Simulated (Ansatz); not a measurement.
Crystal: TiPt3.

```
Pt Ti
1.0
     3.89700    0.00000    0.00000
     0.00000    3.89700    0.00000
     0.00000    0.00000    3.89700
Pt Ti
3 1
Direct
  0.50000 0.50000 0.00000
  0.50000 0.00000 0.50000
  0.00000 0.50000 0.50000
  0.00000 0.00000 0.00000
```

Program: Ansatz 0.2.0. Alike in all runs: task projected density of states; potentials or basis Ansatz PAW; no spin polarisation; cell as given; k mesh 4 × 4 × 4; smearing fermi-dirac 0.05 eV; the mesh is coarse, so values aren't converged.

Task: Order these runs on this cell by their pressure, lowest first.
A. level r2SCAN; cutoff (eV) 500
B. level PBE; cutoff (eV) 420
C. level revPBE; cutoff (eV) 420
D. level HSE06; cutoff (eV) 420
E. level LDA; cutoff (eV) 420

Result: E (-5.3 GPa), D (2.1 GPa), A (4.6 GPa), B (9.9 GPa), C (12.9 GPa).

Caveats: all runs use coarse meshes; the PAW data sets come from PBE, with cores solved anew for the run's functional, which leaves a small shift of forces and pressure (some runs); the thresholds are loose for stress (some runs).
